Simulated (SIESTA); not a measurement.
**Er in SIESTA: convergence with ElectronicTemperature**

Er:

```
CELL_PARAMETERS angstrom
3.55880 0.00000 0.00000
-1.77940 3.08201 0.00000
0.00000 0.00000 5.58740
ATOMIC_POSITIONS crystal
Er 0.67006 0.34410 0.75289
Er 0.33520 0.66240 0.25274
```

The cell isn't the ideal one: atoms moved at random, drawn with an rms of 0.05 Å.

| Property | Result |
| --- | --- |
| Program | SIESTA 5.4.2 |
| Task | single point |
| Functional | PBEsol |
| Potentials or basis | PseudoDojo 3+ lanthanides (4f in the core) (PBE files) |
| Basis | DZP (energy shift 0.002 Ry) |
| Grid cutoff | 800 Ry |
| Energy shift | 0.002 Ry |
| k mesh | 7 × 7 × 4 |
| Occupations | fermi-dirac, width 0.5 eV |
| Spin | collinear spin, ferromagnetic start |
| Starting moments | [3.0, 3.0] μB |

These are the settings of the first run; the series varies ElectronicTemperature, with any setting tied to it.

Hardware: 1 thread of Arm Neoverse V2 (shared host).

Question: The values tried are 0.5, 0.3, 0.2, 0.1, 0.05, 0.025, 0.01, loosest first. From which on does the pressure stay within 0.1 GPa of the tightest run that finished?

Answer: From 0.1 on.

```tsv
ElectronicTemperature	energy less the tightest run, at zero smearing (meV/atom)	pressure (GPa)	largest force (eV/Å)	SCF cycles	CPU time (s)	peak memory (GiB)
0.5	-39.75	-0.52	0.051	13	160	0.44
0.3	-16.99	-1.86	0.063	13	150	0.44
0.2	-6.60	-2.32	0.067	14	160	0.44
0.1	-0.33	-2.60	0.072	14	160	0.44
0.05	0.06	-2.63	0.076	14	170	0.44
0.025	0.01	-2.61	0.076	18	200	0.44
0.01	0.00	-2.58	0.075	32	330	0.44
```

Against the tightest run, the energy stays within 1 meV/atom from 0.1 on; the largest force stays within 0.005 eV/Å from 0.1 on. The tightest run that finished is the yardstick and may itself not be fully converged.

Caveat, for the tightest run too: the magnetic or orbital state may not be the lowest; semicore shells carry a single zeta, which can move pressures by several GPa and volumes by a few percent; the potentials were made for another functional, which shifts forces and pressure; the basis of atomic orbitals isn't converged, which shifts pressures, moduli and gaps. The state reached can hang on the start; a lower one may exist.
